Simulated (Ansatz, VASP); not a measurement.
InO5 in VASP and in Ansatz

```
In O
1.0
     0.00000    3.45096    3.45096
     3.45096    0.00000    3.45096
     3.45096    3.45096    0.00000
In O
1 5
Cartesian
  3.4510 3.4510 3.4510
  1.7255 1.7255 1.7255
  5.7373 5.7373 5.7373
  4.6155 4.6155 5.7373
  4.6155 5.7373 4.6155
  5.7373 4.6155 4.6155
```

Alike in both runs: task single point; functional PBE; k mesh 4 × 4 × 4; occupations gaussian, width 0.1 eV; no spin polarisation.

```csv
,VASP,Ansatz
version,VASP 6.6.1,Ansatz 0.2.0
potentials or method,"VASP PAW PBE potentials, release 64 (In_d, O)","scalar-relativistic, plane waves, PAW"
plane-wave cutoff (eV),520,420
valence electrons in the cell,43,43
```

|  | VASP | Ansatz | Ansatz less VASP |
| --- | --- | --- | --- |
| gap on the k mesh at the Fermi level (eV) | none | none | - |
| pressure (GPa) | 18.7 | 18.3 | -0.36 |
| rms of the force components (eV/Å) | 4.577 | 4.442 | -0.1351 |

Atom by atom the forces differ by 0.135 eV/Å (rms over components). A gap of «none» marks a metal or a gap that the smearing closes. The functional is the same, so the differences come from potentials, cutoffs and numerics.

Caveats: the k mesh is coarse (spacing up to 0.39 Å⁻¹), so the values aren't converged; so large a pressure means that the cell lies far from this level's equilibrium, or that cutoff or potentials fall short (VASP); an odd number of electrons without spin polarisation forces a metal; a magnetic or distorted state may lie lower.
